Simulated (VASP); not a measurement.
# SiO2 (P6_422) in VASP: further runs

Runs on SiO2. Level: r2SCAN. Tasks: equation of state.

All numbers are computed with VASP 6.6.1; they aren't measurements. Logs are shortened: lines on timing, memory, paths and dates and some standing lists are left out, and cuts for length are marked.

### 1 The crystal as given

It takes space group P6_422 (No. 181, hexagonal). The conventional cell has a = 5.061 Å, b = 5.061 Å, c = 5.542 Å, α = 90.00°, β = 90.00°, γ = 120.00°. Si (site symmetry 222) is surrounded by 4 O at 1.61 Å. O (site symmetry 2) is surrounded by 2 Si at 1.61 Å.

The cell comes from a database or a generator and needn't be the stable form of this composition.

### 2 Equation of state, r2SCAN, 13.11 Å³/atom (a relaxed cell with its volume scaled by 0.96)

INCAR reads:

```
ALGO     = Normal         # electronic algorithm
EDIFF    = 1E-6           # SCF threshold, eV
ENCUT    = 520            # plane-wave cutoff, eV
ISIF     = 2              # what is computed and relaxed
ISMEAR   = 0              # smearing method
KPAR     = 4            
LASPH    = T              # aspherical terms in the spheres
LCHARG   = F              # write CHGCAR
LMIXTAU  = T            
LREAL    = F              # projectors in reciprocal space
LWAVE    = F              # write WAVECAR
METAGGA  = R2SCAN         # meta-GGA
NELM     = 100            # most SCF steps
PREC     = Accurate       # precision mode
SIGMA    = 0.02           # smearing width, eV
```

KPOINTS reads:

```
k-points
0
Gamma
  6 6 4
```

POSCAR reads:

```
SiO2                                    
1.0
    4.9922212997      0.0000000000      0.0000000000
   -2.4961106499      4.3233904669     -0.0000000000
    0.0000000000      0.0000000000      5.4670354263
  Si              O             
     3     6
Direct
     0.5000000000000000    0.0000000000000000    1.0000000000000000
     0.5000000000000000    0.5000000000000000    0.6666666667000030
     0.0000000000000000    0.5000000000000000    0.3333333332999970
     0.2085149800325088    0.7914850199674912    0.1666666667000030
     0.2085149800325088    0.4170299600650177    0.5000000000000000
     0.4170299600650177    0.2085149800325088    0.8333333332999970
     0.7914850199674912    0.2085149800325088    0.1666666667000030
     0.7914850199674912    0.5829700399349823    0.5000000000000000
     0.5829700399349823    0.7914850199674912    0.8333333332999970
```

Potentials or basis: VASP PAW PBE potentials, release 64 (Si, O).

Command:

```bash
$ cat potpaw_PBE.64/Si/POTCAR potpaw_PBE.64/O/POTCAR > POTCAR
$ mpirun -np 4 vasp_std > vasp.out
```

OUTCAR:

```text
EDIFF = 1E-6
   ENCUT = 520
   ISIF = 2
   ISMEAR = 0
   LASPH = T
   LREAL = F
   METAGGA = R2SCAN
   NELM = 100
   PREC = Accurate

 ion  position               nearest neighbor table
   1  0.500  0.000  0.000-   4 1.59   7 1.59   6 1.59   9 1.59   3 3.09   3 3.09   2 3.09   2 3.09

   2  0.500  0.500  0.667-   6 1.59   9 1.59   8 1.59   5 1.59   1 3.09   1 3.09   3 3.09   3 3.09

   3  0.000  0.500  0.333-   4 1.59   7 1.59   5 1.59   8 1.59   1 3.09   1 3.09   2 3.09   2 3.09

   4  0.209  0.791  0.167-   3 1.59   1 1.59
   5  0.209  0.417  0.500-   2 1.59   3 1.59
   6  0.417  0.209  0.833-   2 1.59   1 1.59
   7  0.791  0.209  0.167-   3 1.59   1 1.59
   8  0.791  0.583  0.500-   2 1.59   3 1.59
   9  0.583  0.791  0.833-   2 1.59   1 1.59

  LATTYP: Found a hexagonal cell.
 ALAT       =     4.9922212997
 C/A-ratio  =     1.0951107930

  Lattice vectors:

 A1 = (   4.9922212997,   0.0000000000,   0.0000000000)
 A2 = (  -2.4961106499,   4.3233904669,   0.0000000000)
 A3 = (   0.0000000000,   0.0000000000,   5.4670354263)

Analysis of symmetry for initial positions (statically):
=====================================================================
 Subroutine PRICEL returns:
 Original cell was already a primitive cell.

 Routine SETGRP: Setting up the symmetry group for a
 hexagonal supercell.

 Subroutine GETGRP returns: Found 12 space group operations
 (whereof  4 operations were pure point group operations)
 out of a pool of 24 trial point group operations.

The static configuration has the point symmetry D_2 .
 The point group associated with its full space group is D_6 .

Analysis of symmetry for dynamics (positions and initial velocities):
=====================================================================
 Subroutine PRICEL returns:
 Original cell was already a primitive cell.

 Routine SETGRP: Setting up the symmetry group for a
 hexagonal supercell.

 Subroutine GETGRP returns: Found 12 space group operations
 (whereof  4 operations were pure point group operations)
 out of a pool of 24 trial point group operations.

The dynamic configuration has the point symmetry D_2 .
 The point group associated with its full space group is D_6 .
[... 110 lines left out ...]
   LREAL  =      F    real-space projection
   EDIFFG = 0.1E-04   stopping-criterion for IOM
   NSW    =      0    number of steps for IOM
   IBRION =     -1    ionic relax: 0-MD 1-quasi-New 2-CG
   NFREE  =      0    steps in history (QN), initial steepest desc. (CG)
   ISIF   =      2    stress and relaxation
   ISYM   =      2    0-nonsym 1-usesym 2-fastsym
   POTIM  = 0.5000    time-step for ionic-motion
   TEBEG  =    0.0;   TEEND  =   0.0 temperature during run
   PSTRESS=    0.0 pullay stress
   NELECT =      48.0000    total number of electrons
   NUPDOWN=      -1.0000    fix difference up-down
   EMIN   =  10.00;   EMAX   =-10.00  energy-range for DOS
   EFERMI =   0.00;   METHOD = LEGACY
   ISMEAR =     0;   SIGMA  =   0.02  broadening in eV -4-tet -1-fermi 0-gaus
   EFERMI_NEDOS =   21; number of points for ismear=-14 and -15
   IALGO  =     38    algorithm
   IMIX   =      4    mixing-type and parameters
     AMIX     =   0.40;   BMIX     =  1.00
     AMIX_MAG =   1.60;   BMIX_MAG =  1.00
  volume/ion in A,a.u.               =      13.11        88.48
  Fermi-wavevector in a.u.,A,eV,Ry     =   1.213012  2.292261 20.019595  1.471399
  Thomas-Fermi vector in A             =   2.348478
   LORBIT       =      0    0 simple, 1 ext, 2 COOP (PROOUT), +10 PAW based schemes
   METAGGA = R2SCAN    functional components
   LHFCALC =     F    Hartree Fock is set to
   AEXX    =    0.0000 exact exchange contribution
   IVDW    =     0    specifies the selected vdW correction
   LEPSILON=     F    determine dielectric tensor
   LRPA    =     F    only Hartree local field effects (RPA)
 non-spin polarized calculation
 Gauss-broadening in eV      SIGMA  =   0.02
  energy-cutoff  :      520.00
  volume of cell :      118.00
 maximum number of plane-waves:      3194
 NGX is ok and might be reduce to    40
   NGX = 19   NGY = 19   NGZ = 21

 number of electron      47.9999997 magnetization

 Free energy of the ion-electron system (eV)
  ---------------------------------------------------
  ext. energy  EPLUGINS =         0.00000000
  ---------------------------------------------------
  free energy    TOTEN  =       -89.21754011 eV

  energy without entropy =      -89.21754011  energy(sigma->0) =      -89.21754011

 E-fermi :   0.4593     XC(G=0):  -9.3786

 val. band max:        0.3689400317   @ k =   0.5000  -0.0000   0.0000
 cond. band min:       6.8598207260   @ k =   0.0000   0.0000   0.0000
 fundamental gap:      6.4908806943
 Fermi energy:         0.4592989564

 k-point     1 :       0.0000    0.0000    0.0000
  band No.  band energies     occupation
      1     -20.2790      2.00000
      2     -18.7533      2.00000
      3     -18.7533      2.00000
      4     -18.1460      2.00000
      5     -18.0870      2.00000
      6     -18.0870      2.00000
[... 661 lines left out ...]
     28      10.8367      0.00000
     29      11.6862      0.00000

------------------------ aborting loop because EDIFF is reached ----------------------------------------

  FORCE on cell =-STRESS in cart. coord.  units (eV):
  Direction    XX          YY          ZZ          XY          YZ          ZX
  --------------------------------------------------------------------------------------
  -------------------------------------------------------------------------------------
  Total        6.3182178      6.3182178      6.3773845     -0.0000000      0.0000000     -0.0000000
  in kB       85.7896700     85.7896700     86.5930434     -0.0000000      0.0000000     -0.0000000
  external PRESSURE =      86.0574611 kB  Pullay stress =       0.0000000 kB

 VOLUME and BASIS-vectors are now :
 -----------------------------------------------------------------------------
  energy-cutoff  :      520.00
  volume of cell :      118.00
      direct lattice vectors                 reciprocal lattice vectors
     4.992221300  0.000000000  0.000000000     0.200311633  0.115649975  0.000000000
    -2.496110650  4.323390467  0.000000000     0.000000000  0.231299950  0.000000000
     0.000000000  0.000000000  5.467035426     0.000000000  0.000000000  0.182914491

 POSITION                                       TOTAL-FORCE (eV/Angst)
 -----------------------------------------------------------------------------------
      2.49611      0.00000      0.00000        -0.000000      0.000000      0.000000
      1.24806      2.16170      3.64469         0.000000      0.000000     -0.000000
     -1.24806      2.16170      1.82235         0.000000      0.000000     -0.000000
     -0.93468      3.42190      0.91117        -0.310051      0.179008      0.000000
     -0.00000      1.80298      2.73352         0.000000     -0.358016      0.000000
      1.56143      0.90149      4.55586        -0.310051     -0.179008     -0.000000
      3.43079      0.90149      0.91117         0.310051     -0.179008      0.000000
      2.49611      2.52041      2.73352        -0.000000      0.358016     -0.000000
      0.93468      3.42190      4.55586         0.310051      0.179008      0.000000
 -----------------------------------------------------------------------------------
    total drift:                                0.000000     -0.000000     -0.000001

  FREE ENERGIE OF THE ION-ELECTRON SYSTEM (eV)
  ---------------------------------------------------
  free  energy   TOTEN  =       -89.2175401072 eV

  energy  without entropy=      -89.2175401072  energy(sigma->0) =      -89.21754011
```

Wall time 51 s (4 MPI ranks of Intel Xeon 6975P-C (Granite Rapids), shared host); peak memory 0.28 GiB.

Results:

| Quantity | Value |
| --- | --- |
| Free energy | -89.2175 eV |
| Pressure | 8.6 GPa |
| Largest force | 0.358 eV/Å |
| Band gap on the k mesh | 6.49 eV, indirect (least direct gap 6.70 eV) |

Caveat: the PAW data sets were made with another functional, which shifts forces and pressure a little.

### 3 Equation of state, r2SCAN, 13.38 Å³/atom (a relaxed cell with its volume scaled by 0.98)

INCAR is that of step 2.

KPOINTS is that of step 2.

POSCAR: that of step 2 with these lines changed.

```diff
@@ -2,5 +2,5 @@
 1.0
-    4.9922212997      0.0000000000      0.0000000000
-   -2.4961106499      4.3233904669     -0.0000000000
-    0.0000000000      0.0000000000      5.4670354263
+    5.0266515001      0.0000000000      0.0000000000
+   -2.5133257501      4.3532078951     -0.0000000000
+    0.0000000000      0.0000000000      5.5047403104
   Si              O
```

Potentials or basis: VASP PAW PBE potentials, release 64 (Si, O).

Command:

```bash
$ cat potpaw_PBE.64/Si/POTCAR potpaw_PBE.64/O/POTCAR > POTCAR
$ mpirun -np 4 vasp_std > vasp.out
```

Run time: 55 s. Hardware: 4 MPI ranks of Intel Xeon 6975P-C (Granite Rapids), shared host; peak memory 0.29 GiB.

The run converged. Its results:

```
Free energy            : -89.3192 eV
Pressure               : 4.2 GPa
Largest force          : 0.177 eV/Å
Band gap on the k mesh : 6.40 eV, indirect (least direct gap 6.60 eV)
```

Caveat: the PAW data sets were made with another functional, which shifts forces and pressure a little.

### 4 Equation of state, r2SCAN, 13.66 Å³/atom

INCAR is that of step 3.

KPOINTS is that of step 3.

POSCAR: that of step 3 with these lines changed.

```diff
@@ -2,5 +2,5 @@
 1.0
-    5.0266515001      0.0000000000      0.0000000000
-   -2.5133257501      4.3532078951     -0.0000000000
-    0.0000000000      0.0000000000      5.5047403104
+    5.0606163919      0.0000000000      0.0000000000
+   -2.5303081960      4.3826223542     -0.0000000000
+    0.0000000000      0.0000000000      5.5419356300
   Si              O
```

Command:

```bash
$ cat potpaw_PBE.64/Si/POTCAR potpaw_PBE.64/O/POTCAR > POTCAR
$ mpirun -np 4 vasp_std > vasp.out
```

Run time: 52 s. Hardware: 4 MPI ranks of Intel Xeon 6975P-C (Granite Rapids), shared host; peak memory 0.29 GiB.

The run converged. Its results:

```
Free energy            : -89.3561 eV
Pressure               : 0.2 GPa
Largest force          : 0.010 eV/Å
Band gap on the k mesh : 6.30 eV, indirect (least direct gap 6.49 eV)
```

Caveat: the PAW data sets were made with another functional, which shifts forces and pressure a little.

### 5 Equation of state, r2SCAN, 13.93 Å³/atom (a relaxed cell with its volume scaled by 1.02)

INCAR is that of step 4.

KPOINTS is that of step 4.

POSCAR: that of step 4 with these lines changed.

```diff
@@ -2,5 +2,5 @@
 1.0
-    5.0606163919      0.0000000000      0.0000000000
-   -2.5303081960      4.3826223542     -0.0000000000
-    0.0000000000      0.0000000000      5.5419356300
+    5.0941313845      0.0000000000      0.0000000000
+   -2.5470656922      4.4116471892     -0.0000000000
+    0.0000000000      0.0000000000      5.5786382600
   Si              O
```

Command:

```bash
$ cat potpaw_PBE.64/Si/POTCAR potpaw_PBE.64/O/POTCAR > POTCAR
$ mpirun -np 4 vasp_std > vasp.out
```

Wall time 56 s (4 MPI ranks of Intel Xeon 6975P-C (Granite Rapids), shared host); peak memory 0.29 GiB.

Results (log left out):

```
Free energy            : -89.3344 eV
Pressure               : -3.4 GPa
Largest force          : 0.144 eV/Å
Band gap on the k mesh : 6.19 eV, indirect (least direct gap 6.38 eV)
```

Caveat: the PAW data sets were made with another functional, which shifts forces and pressure a little.

### 6 Equation of state, r2SCAN, 14.20 Å³/atom (a relaxed cell with its volume scaled by 1.04)

INCAR is that of step 5.

KPOINTS is that of step 5.

POSCAR: that of step 5 with these lines changed.

```diff
@@ -2,5 +2,5 @@
 1.0
-    5.0941313845      0.0000000000      0.0000000000
-   -2.5470656922      4.4116471892     -0.0000000000
-    0.0000000000      0.0000000000      5.5786382600
+    5.1272110866      0.0000000000      0.0000000000
+   -2.5636055433      4.4402950516     -0.0000000000
+    0.0000000000      0.0000000000      5.6148641989
   Si              O
```

Potentials or basis: VASP PAW PBE potentials, release 64 (Si, O).

Command:

```bash
$ cat potpaw_PBE.64/Si/POTCAR potpaw_PBE.64/O/POTCAR > POTCAR
$ mpirun -np 4 vasp_std > vasp.out
```

It took 55 s on 4 MPI ranks of Intel Xeon 6975P-C (Granite Rapids), shared host; peak memory 0.29 GiB.

Results (log left out):

```
Free energy            : -89.2596 eV
Pressure               : -6.7 GPa
Largest force          : 0.285 eV/Å
Band gap on the k mesh : 6.08 eV, indirect (least direct gap 6.26 eV)
```

Caveat: the PAW data sets were made with another functional, which shifts forces and pressure a little.

### 7 Equation of state, r2SCAN

No new run: the results of the series are fitted here.

Results:

| Item | Value |
| --- | --- |
| Equilibrium volume | 13.69 Å³/atom |
| Bulk modulus at fixed shape and positions | 189 GPa |
| Pressure derivative of the bulk modulus | 3.9 (rough: it moves with the points fitted) |

Energy against volume, from the lowest point:
```csv
volume (Å³/atom),energy (meV/atom)
13.111,15.39
13.384,4.10
13.657,0.00
13.930,2.41
14.203,10.72
```

Caveat: the cell was scaled at fixed shape and fractional positions, which overstates the stiffness of a crystal with free parameters, most of all of layers and chains; the PAW data sets were made with another functional, which shifts forces and pressure a little.

### 8 For comparison

An earlier run on the cell as given: functional PBE; potentials or basis VASP PAW PBE potentials, release 64 (Si, O); cutoff 520 eV; k mesh 6 × 6 × 5; occupations fermi-dirac, width 0.05 eV; no spin polarisation.

* Pressure: 5.1 GPa
* Largest force: 0.235 eV/Å
* Band gap on the k mesh: 5.71 eV, indirect (least direct gap 5.91 eV)
